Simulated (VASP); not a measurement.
## A VASP 6.6.1 relaxation on RbBr

INCAR

```
IBRION = 2
ISMEAR = -1
LWAVE = .FALSE.
NBANDS = 15
NELM = 120
LASPH = .TRUE.
EDIFFG = -5E-3
SIGMA = 0.02
EDIFF = 1E-7
PREC = Accurate
ENCUT = 600
NELMDL = -8
ISIF = 3
GGA = PS
NSW = 40
LREAL = .FALSE.
LCHARG = .FALSE.
```

KPOINTS

```
KPOINTS created by Atomic Simulation Environment
0
Gamma
6 6 6
0 0 0
```

POSCAR

```
Rb Br
 1.0000000000000000
     0.0000000000000000    3.8928605836447376    3.8928605836447376
     3.8928605836447376   -0.0000000000000000    3.8928605836447376
     3.8928605836447376    3.8928605836447376    0.0000000000000000
 Rb  Br
   1   1
Cartesian
  0.0000000000000000  0.0000000000000000 -0.0000000000000000
  1.9464302918223688  1.9464302918223688  1.9464302918223688
```

The recommended PBE PAW datasets give the neutral cell 16 valence electrons.

Command

```
mpirun -np 1 vasp_std
```

OSZICAR

```
N       E                     dE             d eps       ncg     rms          rms(c)
DAV:   1     0.954269558455E+02    0.95427E+02   -0.65747E+03   480   0.966E+02
DAV:   2     0.303588467522E+01   -0.92391E+02   -0.84158E+02   637   0.162E+02
DAV:   3    -0.617384204778E+01   -0.92097E+01   -0.91642E+01   634   0.529E+01
DAV:   4    -0.648652218219E+01   -0.31268E+00   -0.31260E+00   756   0.937E+00
DAV:   5    -0.648876046379E+01   -0.22383E-02   -0.22383E-02   634   0.816E-01
DAV:   6    -0.648881848119E+01   -0.58017E-04   -0.58017E-04   761   0.868E-02
DAV:   7    -0.648881875419E+01   -0.27300E-06   -0.27304E-06   656   0.878E-03
DAV:   8    -0.648881875897E+01   -0.47819E-08   -0.48459E-08   555   0.908E-04    0.266E+00
DAV:   9    -0.613512852829E+01    0.35369E+00   -0.44717E-01   606   0.263E+00    0.169E+00
DAV:  10    -0.608869863161E+01    0.46430E-01   -0.21200E-01   634   0.188E+00    0.908E-01
...
       N       E                     dE             d eps       ncg     rms          rms(c)
DAV:   1    -0.613119316948E+01   -0.54471E-03   -0.98763E-03   550   0.571E-01    0.109E-01
DAV:   2    -0.613076852026E+01    0.42465E-03   -0.82503E-04   643   0.158E-01    0.494E-02
DAV:   3    -0.613065849570E+01    0.11002E-03   -0.34039E-04   667   0.949E-02    0.160E-02
DAV:   4    -0.613066109690E+01   -0.26012E-05   -0.10562E-05   665   0.157E-02    0.843E-03
DAV:   5    -0.613066332848E+01   -0.22316E-05   -0.34183E-06   773   0.919E-03    0.357E-03
DAV:   6    -0.613066387393E+01   -0.54545E-06   -0.39778E-07   522   0.442E-03    0.100E-03
DAV:   7    -0.613066402576E+01   -0.15183E-06   -0.40036E-08   401   0.147E-03    0.566E-04
DAV:   8    -0.613066394728E+01    0.78482E-07   -0.10228E-08   352   0.833E-04
   4 F= -.61306639E+01 E0= -.61306639E+01  d E =-.836152E-02
```

Standard output (part)

```
POSCAR found type information on POSCAR RbBr
 POSCAR found :  2 types and       2 ions
 LDA part: xc-table for (Slater+PW92), standard interpolation
 POSCAR, INCAR and KPOINTS ok, starting setup
 WAVECAR not read
 entering main loop
 curvature:   0.00 expect dE= 0.000E+00 dE for cont linesearch  0.000E+00
 search vector abs. value=  0.680E-02
 bond charge predicted
 trial-energy change:   -0.005475  1 .order   -0.005440   -0.006797   -0.004083
 bond charge predicted
 curvature:  -1.22 expect dE=-0.174E-04 dE for cont linesearch -0.174E-04
 ZBRENT: extrapolating
 opt :   2.3842  next Energy=    -6.130665 (dE=-0.836E-02)
 bond charge predicted
 curvature:  -1.15 expect dE=-0.553E-07 dE for cont linesearch -0.553E-07
 search vector abs. value=  0.481E-07
 reached required accuracy - stopping structural energy minimisation
```

From OUTCAR

```
k-points           NKPTS =     16   k-points in BZ     NKDIM =     16   number of bands    NBANDS=     15

   NELECT =      16.0000    total number of electrons

   dimension x,y,z NGX =    48 NGY =   48 NGZ =   48
   dimension x,y,z NGXF=    96 NGYF=   96 NGZF=   96

  energy-cutoff  :      600.00
  volume of cell :      111.86
      direct lattice vectors                 reciprocal lattice vectors
     0.000000000  3.824246809  3.824246809    -0.130744700  0.130744700  0.130744700
     3.824246809 -0.000000000  3.824246809     0.130744700 -0.130744700  0.130744700
     3.824246809  3.824246809 -0.000000000     0.130744700  0.130744700 -0.130744700

 k-points in reciprocal lattice and weights: KPOINTS created by Atomic Simulation Env
   0.00000000  0.00000000  0.00000000       0.005
   0.16666667  0.00000000  0.00000000       0.037
   0.33333333  0.00000000  0.00000000       0.037
   0.50000000  0.00000000  0.00000000       0.019
   0.16666667  0.16666667  0.00000000       0.028
   0.33333333  0.16666667  0.00000000       0.111
   0.50000000  0.16666667  0.00000000       0.111
  -0.33333333  0.16666667  0.00000000       0.111
   ...

 E-fermi :  -2.5984

 k-point     1 :       0.0000    0.0000    0.0000
  band No.  band energies     occupation
      1     -27.5282      2.00000
      2     -14.9555      2.00000
      3     -11.6534      2.00000
      4     -11.6534      2.00000
      5     -11.6534      2.00000
      6      -3.1668      2.00000
      7      -3.1668      2.00000
      8      -3.1668      2.00000
      9       1.0992      0.00000
     10       5.1354      0.00000
     11       5.1354      0.00000
     12       6.1836      0.00000
     13       6.1836      0.00000
     14       6.1836      0.00000
     15       7.2627      0.00000

 k-point     2 :       0.1667    0.0000    0.0000
  band No.  band energies     occupation
      1     -27.5276      2.00000
      2     -14.9686      2.00000
      3     -11.6570      2.00000
      4     -11.6570      2.00000
      5     -11.6390      2.00000
      6      -3.2383      2.00000
      7      -3.1526      2.00000
      8      -3.1526      2.00000
      9       1.5051      0.00000
     10       4.8896      0.00000
     11       4.8896      0.00000
     12       5.8477      0.00000
     13       6.3740      0.00000
     14       6.6714      0.00000
     15       6.6714      0.00000

 k-point     3 :       0.3333    0.0000    0.0000
  band No.  band energies     occupation
      1     -27.5262      2.00000
      2     -14.9944      2.00000
      3     -11.6643      2.00000
      4     -11.6643      2.00000
      5     -11.6116      2.00000
      6      -3.3415      2.00000
      7      -3.1252      2.00000
      8      -3.1252      2.00000
      9       2.4293      0.00000
     10       4.6170      0.00000
     11       4.7682      0.00000
     12       4.7682      0.00000
     13       6.2078      0.00000
     14       6.4938      0.00000
     15       6.4938      0.00000

 ...

  Total        0.0008148      0.0008148      0.0008148      0.0000000      0.0000000      0.0000000
  in kB        0.0116701      0.0116701      0.0116701      0.0000000      0.0000000      0.0000000
  external PRESSURE =       0.0116701 kB  Pullay stress =       0.0000000 kB

 POSITION                                       TOTAL-FORCE (eV/Angst)
 -----------------------------------------------------------------------------------
      0.00000      3.82425      3.82425         0.000000     -0.000000     -0.000000
      1.91212      1.91212      1.91212         0.000000      0.000000      0.000000
 -----------------------------------------------------------------------------------
    total drift:                               -0.000000     -0.000000     -0.000000

  FREE ENERGIE OF THE ION-ELECTRON SYSTEM (eV)
  ---------------------------------------------------
  free  energy   TOTEN  =        -6.1306639473 eV

  energy  without entropy=       -6.1306639472  energy(sigma->0) =       -6.13066395
```

```tsv
ionic step	ΔE (meV/atom)	volume (Å³)	largest force (eV/Å)	pressure (GPa)	electronic steps
1	0.0	117.99	0.000	-0.42	18
2	-2.7	115.39	0.000	-0.26	9
3	-4.2	112.12	0.000	-0.02	9
4	-4.2	111.86	0.000	0.00	8
```

It converged. Results: relaxed cell vector lengths 5.408, 5.408, 5.408 Å; relaxed cell volume 111.86 Å³.

For comparison, a separate PBEsol relaxation on usual settings, not on those above, ends at 111.86 Å³.

The run above took about 63 s on one core of a shared host (Intel Xeon 6975P-C) and held 0.35 GiB at most.
